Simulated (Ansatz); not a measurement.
A run of Ansatz 0.2.0 is set up as follows.

The input input.yaml:

```yaml
crystal:
  lattice:
    - [0.0, 2.2535006075, 2.2535006075]
    - [2.2535006075, 0.0, 2.2535006075]
    - [2.2535006075, 2.2535006075, 0.0]
  atoms:
    - { symbol: Ga, position: [0.0, 0.0, 0.0] }
    - { symbol: "N", position: [0.25, 0.25, 0.25] }
kpoints:
  mp_grid: { grid: [10, 10, 10] }
scf:
  occupations: { method: fermi_dirac, width: 0.05 }
hamiltonian:
  xc: revpbe
  pseudopotentials: { kind: all_electron, lapw: { basis_error: 0.001 } }
output:
  forces: true
  stress: true
relax:
  f_tol: 0.005
  max_steps: 60
  cell: {}
```

Potentials or basis: all-electron LAPW, scalar-relativistic.

The run is started by

```bash
$ ansatz run input.yaml --threads 1 --pin off --max-ram 3072MiB --backend cpu --events-out ev --progress --plain --runs-dir out
```

Question: What does it give for the space group after relaxing (to 0.05 Å)?

Answer: F-43m (No. 216).

Question: What does it give for the relaxed cell?

Answer: a = 3.234 Å, b = 3.234 Å, c = 3.234 Å, α = 60.00°, β = 60.00°, γ = 60.00°.

The path:
| step | energy change (eV) | largest force (eV/Å) | volume (Å³) |
| --- | --- | --- | --- |
| 1 | 0.0000 | 0.0000 | 22.89 |
| 2 | -0.0197 | 0.0000 | 23.46 |
| 3 | -0.0241 | 0.0000 | 23.88 |
| 4 | -0.0242 | 0.0000 | 23.91 |
| 5 | -0.0242 | 0.0000 | 23.91 |
